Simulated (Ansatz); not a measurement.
NaF built on the CsCl prototype was relaxed with 5 functionals in Ansatz, cell and atoms free, the symmetry of the start kept (meshes: PBE 10×10×10, r2SCAN 8×8×8, PBEsol 8×8×8, LDA 8×8×8, HSE06 6×6×6). Spin-unpolarised throughout. Whether this structure exists isn't addressed.

The LDA result:
```cif
data_structure
_symmetry_space_group_name_H-M 'P 1'
_symmetry_Int_Tables_number 1
_cell_length_a 2.7385
_cell_length_b 2.7385
_cell_length_c 2.7385
_cell_angle_alpha 90.000
_cell_angle_beta 90.000
_cell_angle_gamma 90.000
_cell_volume 20.54
loop_
_atom_site_label
_atom_site_type_symbol
_atom_site_fract_x
_atom_site_fract_y
_atom_site_fract_z
_atom_site_occupancy
Na1 Na 0.00000 0.00000 0.00000 1
F1 F 0.50000 0.50000 0.50000 1
```

The symmetry is Pm-3m (No. 221, cubic); a = 2.738 Å in the conventional setting, 10.27 Å³ an atom. Na has 8 F at 2.37 Å; F has 8 Na at 2.37 Å.

(1) What lattice does HSE06 give?

(2) How does the cell change with PBE?

(3) Held at the r2SCAN cell, what mean stress do LDA and PBE find, and does its sign point to their own minimum?

Results:

(1) a = 2.822 Å; the volume differs by +9.5 % from LDA's. Around Na lie 8 F at 2.44 Å; around F lie 8 Na at 2.44 Å.

(2) a = 2.865 Å; the volume differs by +14.5 % from LDA's. Na has 8 F at 2.48 Å; F has 8 Na at 2.48 Å.

(3) Yes. LDA -3.54 GPa, and its relaxed volume is -5.8 % from r2SCAN's; PBE +4.41 GPa, and its relaxed volume is +7.9 % from r2SCAN's. Compression counts positive, so a positive stress asks for a larger cell.
